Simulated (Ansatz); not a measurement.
## What moves the field gradients of CdS?

Cell of run 1: a structure deposited in the COD, atoms as given.

```xyz
4
Lattice="4.1500 0.0000 0.0000 -2.0750 3.5940 0.0000 0.0000 0.0000 6.7370" Properties=species:S:1:pos:R:3 pbc="T T T"
Cd    0.0000    2.3960    0.0000
Cd    2.0750    1.1980    3.3685
S     0.0000    2.3960    2.5264
S     2.0750    1.1980    5.8949
```

Atoms are numbered from 1 in the order listed; like atoms form one site, named after its first atom.

Relaxed positions (PBE, cell held):

```
CELL_PARAMETERS angstrom
4.15000 0.00000 0.00000
-2.07500 3.59401 0.00000
0.00000 0.00000 6.73700
ATOMIC_POSITIONS crystal
Cd 0.33333 0.66667 0.99897
Cd 0.66667 0.33333 0.49897
S 0.33333 0.66667 0.37603
S 0.66667 0.33333 0.87603
```

All runs are DFT with Ansatz 0.2.0 (plane waves and PAW, scalar-relativistic unless spin–orbit coupling is named, Γ-centred meshes, Fermi–Dirac smearing where given) in this cell.

Run 1: PBE, atoms as given; 420 eV, 12×12×7 k-points, smearing 0.02 eV.
Run 2: PBE, atoms relaxed; 420 eV, 12×12×7 k-points, smearing 0.02 eV.
Run 3: r2SCAN, at the relaxed atoms; 500 eV, 12×12×7 k-points, smearing 0.02 eV.
Run 4: PBE with spin–orbit coupling, at the relaxed atoms; 420 eV, 12×12×7 k-points, smearing 0.02 eV.
Run 5: LDA, at the relaxed atoms; 420 eV, 12×12×7 k-points, smearing 0.02 eV.
Run 6: PBEsol, at the relaxed atoms; 420 eV, 12×12×7 k-points, smearing 0.02 eV.

Q: What does each run give, and what moves the gradients most?

A: 

| run | Cd V_zz (η) | S V_zz (η) |
| --- | --- | --- |
| 1 | -0.38 (0.00) | 0.11 (0.00) |
| 2 | 0.29 (0.00) | -0.066 (0.00) |
| 3 | 0.34 (0.00) | -0.050 (0.00) |
| 4 | 0.29 (0.00) | -0.067 (0.00) |
| 5 | 0.26 (0.00) | -0.087 (0.00) |
| 6 | 0.27 (0.00) | -0.064 (0.00) |

V_zz in 10²¹ V/m². Against run 1, the gradient tensors on these sites move by at most 0.67 in run 2 (Cd), 0.72 in run 3 (Cd), 0.67 in run 4 (Cd), 0.64 in run 5 (Cd), 0.65 in run 6 (Cd). Taken one at a time, the positions of the atoms (as given or relaxed) move the tensors on these sites by up to 0.67 (largest principal value of the change, on Cd), the functional (between the two that differ most) by 0.09 (Cd), spin–orbit coupling by 0.00.

Run 1: The values hang on the deposited positions: relaxing the atoms moves V_zz on Cd from -0.38 to 0.29.
